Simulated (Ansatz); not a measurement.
Ansatz input

```yaml
crystal:
  lattice:
    - [3.6644066792, 0.0, 0.0]
    - [0.0, 3.6644066792, 0.0]
    - [0.0, 0.0, 3.6644066792]
  atoms:
    - { symbol: B, position: [0.0, 1.0, 1.0] }
    - { symbol: B, position: [0.5, 0.5, 0.5] }
    - { symbol: B, position: [0.25, 0.0, 0.5] }
    - { symbol: B, position: [0.75, 1.0, 0.5] }
    - { symbol: B, position: [0.5, 0.25, 0.0] }
    - { symbol: B, position: [0.5, 0.75, 0.0] }
    - { symbol: B, position: [0.0, 0.5, 0.25] }
    - { symbol: B, position: [1.0, 0.5, 0.75] }
hamiltonian:
  xc: pbe
  pseudopotentials:
    kind: paw
    azcp:
      B: "pseudopotentials/B.paw.azcp"
basis:
  ecutwfc: 420
  fft_grid_basis: typed
kpoints:
  mp_grid: { grid: [9, 9, 9], shift: [0, 0, 0] }
magnetization:
  spin_polarized: false
scf:
  occupations: { method: fermi_dirac, width: 0.1 }
```

Terminal output

```
Engine: ansatz 0.2.0, x86_64-unknown-linux-gnu
Pseudopotentials: kind: paw
Pseudopotential: B, paw, valence charge 3, recommended cutoff 420 eV (normal) 
Functional definition: PBE
  parameter kappa = 0.804
  parameter beta = 0.06672455060314922
  exchange = pbe_x(kappa = kappa, mu = beta*pi^2/3)
  correlation = pbe_c(beta = beta)
Crystal: 8 atoms, lattice volume = 49.205 Å³
Basis set: ecut = 420 eV, 949 PW (Γ)
Bands: 20, of which v1, the nominal top of the filled ones, is band 12 counted from 1 (11 counted from 0)
Symmetry: 48 space group operations
Space group: Pm-3n (ITA 223), of the structure as read, at distance tolerance 3.7e-5 Å
k-points: 35 of 729
Non-local potential: B, projectors of the file, l = 0: 2, l = 1: 2, l = 2: 1
PAW form: soft (Blöchl's): semilocal exchange-correlation on the pseudo side does not see the compensation charge
PAW one-centre angular grid: B, 110 points (default); XC on 64 Gauss nodes
Initial density: superposition of atomic densities (neutral atoms: chi_scale 0, normalization atom), corrected by the library's trained network
Initial wavefunctions: pseudopotential atomic-orbital guess
Functional: x = pbe(κ = 0.804, μ = 0.2195149727645171), c = pbe(β = 0.06672455060314922)
SCF iter   1: F=—  HF=-1235.070624 eV  |F-HF|=—  |Δ(HF+E_count)|=         —  Δρ=6.83e-3  dr2=2.22e-2  ethr=1.77e-3  ⟨swp⟩=4.3  Hψ=3166  notcnv=0  defer=7
SCF iter   2: F=—  HF=-1235.067388 eV  |F-HF|=—  |Δ(HF+E_count)|=   3.24e-3  Δρ=3.95e-3  dr2=7.47e-3  ethr=9.26e-5  ⟨swp⟩=1.1  Hψ=988  notcnv=0  defer=10
SCF iter   3: F=—  HF=-1235.065438 eV  |F-HF|=—  |Δ(HF+E_count)|=   1.95e-3  Δρ=1.26e-4  dr2=3.62e-6  ethr=3.11e-5  ⟨swp⟩=2.5  Hψ=1072  notcnv=0  defer=10
SCF iter   4: F=—  HF=-1235.065441 eV  |F-HF|=—  |Δ(HF+E_count)|=   2.73e-6  Δρ=2.28e-5  dr2=2.68e-7  ethr=1.51e-8  ⟨swp⟩=2.3  Hψ=1119  notcnv=0  defer=10
iter 5 did not close the SCF: its close was put off for the readings that it lacked (scf_convergence_deferred on its scf_iter line)
SCF iter   5: F=-1235.065440 eV  HF=-1235.065440 eV  |F-HF|=8.19e-11  |Δ(HF+E_count)|=   7.98e-8  Δρ=2.16e-6  dr2=8.43e-10  ethr=1.12e-9  ⟨swp⟩=2.3  Hψ=1081  notcnv=0  defer=10
SCF iter   6: F=-1235.065440 eV  HF=-1235.065440 eV  |F-HF|=2.50e-12  |Δ(HF+E_count)|=  8.12e-11  Δρ=2.76e-7  dr2=1.45e-11  ethr=3.51e-12  ⟨swp⟩=1.0  Hψ=1962  notcnv=0
SCF 1 converged in 6 iterations: F = -1235.065440 eV  dr2 = 1.45e-11
SCF converged after 6 iterations
Free energy (F): -1235.065440 eV
Harris-Foulkes:  -1235.065440 eV  (|F-HF|=2.50e-12)
Internal energy: -1235.001550 eV  (E = F + TS)
E sigma→0 (E₀):  -1235.033495 eV
Entropy (-TS):   -0.063891 eV (-7.986 meV/atom)
Fermi energy:    13.802443 eV
--- Per-component energies (eV) ---
  E_band       = 142.008022
  E_kinetic    = 381.492570
  E_local      = -13.243869  (includes V_loc(G=0)·N_el)
  E_nonlocal   = 93.517854
  E_hartree    = 3.211983
  E_xc         = -257.735810
  E_vxc        = -306.553189  (∫ρ·V_xc dr)
  E_paw        = -626.914437  (= ΣΔE_a)
  E_vpaw       = -19.629299  (= ΣTr[D̂ρ^β])
  E_aug_tail   = -0.000015  (compensation charges beyond the density's cutoff)
  E_ewald      = -815.329826
  E_smearing   = -0.063891  (= −TS)
  E_closure    = 0.000000  (closes the sum)
  Σ components = -1235.065440   (vs F -1235.065440, Δ=0.00e0)
```
